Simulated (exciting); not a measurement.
# Si2Mo (I4/mmm) in exciting: band structure with LDA

Aim: the band structure of Si2Mo with LDA.

Program: exciting (release sodium). These are calculated values, not measurements. Logs are shortened: lines on timing, memory, paths and dates and some standing lists are left out, and cuts for length are marked.

## Step 1: Starting point

It takes space group I4/mmm (No. 139, tetragonal). Conventional cell: a = 3.200 Å, b = 3.200 Å, c = 7.861 Å, α = 90.00°, β = 90.00°, γ = 90.00°. Mo (site symmetry 4/mmm) is surrounded by 10 Si at 2.62 Å. Around Si (site symmetry 4mm) lie 5 Si at 2.61 to 2.63 Å and 5 Mo at 2.62 Å.

## Step 2: Band structure, LDA

Input file run_exciting.py:

```python
import subprocess
import xml.etree.ElementTree as ET
from ase.io import read
from ase.units import Bohr

atoms = read("Si2Mo.cif")
import spglib
from ase import Atoms
cell, positions, numbers = spglib.find_primitive((atoms.cell[:], atoms.get_scaled_positions(), atoms.numbers), symprec=1e-5)
atoms = Atoms(numbers, cell=cell, scaled_positions=positions, pbc=True)
rmt = {'Mo': 2.3, 'Si': 2.0}  # bohr
tasks = """
<groundstate do="fromscratch" ngridk="8 8 8" rgkmax="6.8" gmaxvr="14" lmaxapw="10" lmaxmat="10" lmaxvr="8" xctype="LDA_PW" stype="Gaussian" swidth="0.00183747" nempty="16" ValenceRelativity="iora*" epsengy="1e-05" epspot="1e-05" maxscl="60" outputlevel="high" deband="0.005" cfdamp="0.3"/>
<properties>
  <bandstructure>
    <plot1d>
      <path steps="60">
        <point coord="0 0 0" label="G"/>
        <point coord="-0.5 0.5 0" label="X"/>
        <point coord="-0.5 0.5 -0.0828541695" label="Y"/>
        <point coord="-0.2914270847 0.2914270847 -0.2914270847" label="S"/>
        <point coord="0 0 0" label="G"/>
        <point coord="0.5 0.5 -0.5" label="Z"/>
        <point coord="0.2914270847 0.7085729153 -0.7085729153" label="S1"/>
        <point coord="0 0.5 -0.5" label="N"/>
        <point coord="-0.25 0.75 -0.25" label="P"/>
        <point coord="0.0828541695 0.9171458305 -0.5" label="Y1"/>
        <point coord="0.5 0.5 -0.5" label="Z" breakafter="true"/>
        <point coord="-0.5 0.5 0" label="X"/>
        <point coord="-0.25 0.75 -0.25" label="P"/>
      </path>
    </plot1d>
  </bandstructure>
  <dos nwdos="300" winddos="-0.6 0.5" inttype="tetra" ngrdos="100" nsmdos="1"/>
</properties>
"""

root = ET.Element("input")
ET.SubElement(root, "title").text = "Si2Mo"
structure = ET.SubElement(root, "structure", speciespath="./", tshift="false")
crystal = ET.SubElement(structure, "crystal", scale="1.0")
for vector in atoms.cell / Bohr:
    ET.SubElement(crystal, "basevect").text = " ".join(f"{x:.12f}" for x in vector)
symbols = atoms.get_chemical_symbols()
for element in dict.fromkeys(symbols):
    species = ET.SubElement(structure, "species", speciesfile=element + ".xml", rmt=str(rmt[element]))
    for symbol, position in zip(symbols, atoms.get_scaled_positions(wrap=False)):
        if symbol == element:
            ET.SubElement(species, "atom", coord=" ".join(f"{x:.12f}" for x in position))
root.extend(ET.fromstring("<tasks>" + tasks + "</tasks>"))
ET.indent(root)
ET.ElementTree(root).write("input.xml")
subprocess.run(["exciting_smp"], check=True)
```

Input file Si2Mo.cif:

```cif
data_Si2Mo
_cell_length_a 3.20000000
_cell_length_b 3.20000000
_cell_length_c 7.86100000
_cell_angle_alpha 90.00000000
_cell_angle_beta 90.00000000
_cell_angle_gamma 90.00000000
_space_group_name_H-M_alt 'I4/mmm'
_space_group_name_Hall '-I 4 2'
_space_group_IT_number 139
loop_
_space_group_symop_operation_xyz
'x,y,z'
'-x,-y,-z'
'-y,x,z'
'y,-x,-z'
'-x,-y,z'
'x,y,-z'
'y,-x,z'
'-y,x,-z'
'x,-y,-z'
'-x,y,z'
'-y,-x,-z'
'y,x,z'
'-x,y,-z'
'x,-y,z'
'y,x,-z'
'-y,-x,z'
'x+1/2,y+1/2,z+1/2'
'-x+1/2,-y+1/2,-z+1/2'
'-y+1/2,x+1/2,z+1/2'
'y+1/2,-x+1/2,-z+1/2'
'-x+1/2,-y+1/2,z+1/2'
'x+1/2,y+1/2,-z+1/2'
'y+1/2,-x+1/2,z+1/2'
'-y+1/2,x+1/2,-z+1/2'
'x+1/2,-y+1/2,-z+1/2'
'-x+1/2,y+1/2,z+1/2'
'-y+1/2,-x+1/2,-z+1/2'
'y+1/2,x+1/2,z+1/2'
'-x+1/2,y+1/2,-z+1/2'
'x+1/2,-y+1/2,z+1/2'
'y+1/2,x+1/2,-z+1/2'
'-y+1/2,-x+1/2,z+1/2'
loop_
_atom_site_label
_atom_site_type_symbol
_atom_site_symmetry_multiplicity
_atom_site_Wyckoff_symbol
_atom_site_fract_x
_atom_site_fract_y
_atom_site_fract_z
_atom_site_occupancy
Mo1 Mo 2 a 0.0000000000 0.0000000000 0.0000000000 1
Si1 Si 4 e 0.5000000000 0.5000000000 0.1670000000 1
```

Potentials or basis: all-electron LAPW+lo, shipped species files, valence relativity iora*.

Started as:

```bash
> OMP_NUM_THREADS=1 python run_exciting.py
```

Standard output:

```text
================================================================================
EXCITING SODIUM started
[... 10 lines left out ...]

 Lattice vectors (cartesian) :
     -3.0235618013      3.0235618013      7.4275685376
      3.0235618013     -3.0235618013      7.4275685376
      3.0235618013      3.0235618013     -7.4275685376

 Reciprocal lattice vectors (cartesian) :
      0.0000000000      1.0390370232      0.4229638054
      1.0390370232      0.0000000000      0.4229638054
      1.0390370232      1.0390370232      0.0000000000

 Unit cell volume                           :     271.6091267279
 Brillouin zone volume                      :       0.9132617023

 Species :    1 (Mo)
     parameters loaded from                 :    Mo.xml
     name                                   :    molybdenum
     nuclear charge                         :     -42.00000000
     electronic charge                      :      42.00000000
     atomic mass                            :  174887.92120000
     muffin-tin radius                      :       2.30000000
     # of radial points in muffin-tin       :     400

     atomic positions (lattice) :
       1 :   0.00000000  0.00000000  0.00000000

 Species :    2 (Si)
     parameters loaded from                 :    Si.xml
     name                                   :    silicon
     nuclear charge                         :     -14.00000000
     electronic charge                      :      14.00000000
     atomic mass                            :   51196.73454000
     muffin-tin radius                      :       2.00000000
     # of radial points in muffin-tin       :     300

     atomic positions (lattice) :
       1 :   0.66700000  0.66700000  0.00000000
       2 :   0.33300000  0.33300000  0.00000000

 Total number of atoms per unit cell        :       3

 Spin treatment                             :    spin-unpolarised

 Number of Bravais lattice symmetries       :      16
 Number of crystal symmetries               :      16

 k-point grid                               :       8    8    8
 Total number of k-points                   :      59
 k-point set is reduced with crystal symmetries

 R^MT_min * |G+k|_max (rgkmax)              :       6.80000000
 Species with R^MT_min                      :       2 (Si)
 Maximum |G+k| for APW functions            :       3.40000000
 Maximum |G| for potential and density      :      14.00000000
 Polynomial order for pseudochg. density    :       9

 G-vector grid sizes                        :      40    40    40
 Total number of G-vectors                  :   12565

 Maximum angular momentum used for
     APW functions                          :      10
     computing H and O matrix elements      :      10
     potential and density                  :       8
     inner part of muffin-tin               :       2

 Total nuclear charge                       :     -70.00000000
 Total electronic charge                    :      70.00000000
 Total core charge                          :      48.00000000
 Total valence charge                       :      22.00000000

 Effective Wigner radius, r_s               :       0.97480834

 Number of empty states                     :      16
 Total number of valence states             :      28

 Maximum Hamiltonian size                   :     226
 Maximum number of plane-waves              :     205
 Total number of local-orbitals             :      21

 Exchange-correlation type                  :       3
     Perdew-Wang, Phys. Rev. B 45, 13244 (1992)

 Smearing scheme                            :    Gaussian
 Smearing width                             :       0.00183747

 Using multisecant Broyden potential mixing
[... 6 lines left out ...]
* Groundstate module started                                                   *
********************************************************************************
 Output level for this task is set to high

++++++++++++++++++++++++++++++++++++++++++++++++++++++++++++++++++++++++++++++++
[... 5 lines left out ...]
+ SCF iteration number :    1                                                  +
++++++++++++++++++++++++++++++++++++++++++++++++++++++++++++++++++++++++++++++++
 Total energy                               :     -4608.89765441
 _______________________________________________________________
 Fermi energy                               :         0.46962056
 Kinetic energy                             :      4781.71935492
 Coulomb energy                             :     -9231.38797255
 Exchange energy                            :      -153.16669259
 Correlation energy                         :        -6.06234420
 Sum of eigenvalues                         :     -2706.34983289
 Effective potential energy                 :     -7488.06918782
 Coulomb potential energy                   :     -7277.18125888
 xc potential energy                        :      -210.88792894
 Hartree energy                             :      1445.86643853
 Electron-nuclear energy                    :    -10168.91413593
 Nuclear-nuclear energy                     :      -508.34027514
 Madelung energy                            :     -5592.79734311
 Core-electron kinetic energy               :         0.00000000

 DOS at Fermi energy (states/Ha/cell)       :        24.07083621

 Electron charges :
     core                                   :        48.00000000
     core leakage                           :         0.00787918
     valence                                :        22.00000000
     interstitial                           :         6.98571922
     charge in muffin-tin spheres :
                  atom     1    Mo          :        39.18516969
                  atom     2    Si          :        11.91455555
                  atom     3    Si          :        11.91455555
     total charge in muffin-tins            :        63.01428078
     total charge                           :        70.00000000
[... 464 lines left out ...]
 Coulomb energy                             :     -9235.83822005
 Exchange energy                            :      -153.48935812
 Correlation energy                         :        -6.07239309
 Sum of eigenvalues                         :     -2711.20890677
 Effective potential energy                 :     -7483.03224519
 Coulomb potential energy                   :     -7271.70357604
 xc potential energy                        :      -211.32866915
 Hartree energy                             :      1455.79436887
 Electron-nuclear energy                    :    -10183.29231377
 Nuclear-nuclear energy                     :      -508.34027514
 Madelung energy                            :     -5599.98643203
 Core-electron kinetic energy               :         0.00000000

 DOS at Fermi energy (states/Ha/cell)       :         7.64327272

 Electron charges :
     core                                   :        48.00000000
     core leakage                           :         0.00760008
     valence                                :        22.00000000
     interstitial                           :         6.67574728
     charge in muffin-tin spheres :
                  atom     1    Mo          :        39.73871406
                  atom     2    Si          :        11.79276933
                  atom     3    Si          :        11.79276933
     total charge in muffin-tins            :        63.32425272
     total charge                           :        70.00000000

 RMS change in effective potential (target) :  0.711096E-09  ( 0.100000E-04)
 Absolute change in total energy   (target) :  0.103394E-06  ( 0.100000E-04)
 Charge distance                   (target) :  0.194758E-09  ( 0.100000E-04)

++++++++++++++++++++++++++++++++++++++++++++++++++++++++++++++++++++++++++++++++
| Convergency criteria checked for the last 2 iterations                       +
| Convergence targets achieved. Performing final SCF iteration                 +
++++++++++++++++++++++++++++++++++++++++++++++++++++++++++++++++++++++++++++++++
 Total energy                               :     -4623.57663299
 _______________________________________________________________
 Fermi energy                               :         0.43694008
 Kinetic energy                             :      4771.82333833
 Coulomb energy                             :     -9235.83822010
 Exchange energy                            :      -153.48935812
 Correlation energy                         :        -6.07239309
 Sum of eigenvalues                         :     -2711.20890681
 Effective potential energy                 :     -7483.03224513
 Coulomb potential energy                   :     -7271.70357598
 xc potential energy                        :      -211.32866915
 Hartree energy                             :      1455.79436898
 Electron-nuclear energy                    :    -10183.29231394
 Nuclear-nuclear energy                     :      -508.34027514
 Madelung energy                            :     -5599.98643211
 Core-electron kinetic energy               :         0.00000000

 DOS at Fermi energy (states/Ha/cell)       :         7.64327264

 Electron charges :
     core                                   :        48.00000000
     core leakage                           :         0.00760008
     valence                                :        22.00000000
     interstitial                           :         6.67574728
     charge in muffin-tin spheres :
                  atom     1    Mo          :        39.73871406
                  atom     2    Si          :        11.79276933
                  atom     3    Si          :        11.79276933
     total charge in muffin-tins            :        63.32425272
     total charge                           :        70.00000000

++++++++++++++++++++++++++++++++++++++++++++++++++++++++++++++++++++++++++++++++
[... 9 lines left out ...]
| EXCITING SODIUM stopped                                                      =
================================================================================
```

It took 1.7 min on 1 thread of Arm Neoverse V1, shared host; peak memory 0.16 GiB.

These settings aren't checked as converged (typed here: deband = 0.005; ngridk = 8 × 8 × 8; cfdamp = 0.3): the numbers below hold their error.

Results:

```
Band gap on the k mesh                            : none (metal or under the smearing width)
All electrons inside the program's atomic spheres : Mo 39.74; Si 11.79 (radii Mo 2.3, Si 2.0 bohr)
```

## Step 3: For comparison

An earlier run on the cell as given: functional PBEsol; potentials or basis all-electron LAPW+lo, shipped species files, valence relativity iora*; rgkmax 7.8; k mesh 12 × 12 × 12; occupations fermi-dirac, width 0.05 eV; no spin polarisation.

- Largest force: 0.329 eV/Å
- Band gap on the k mesh: none (metal or under the smearing width)
- All electrons inside the program's atomic spheres: Mo 39.73; Si 11.77 (radii Mo 2.3, Si 2.0 bohr)
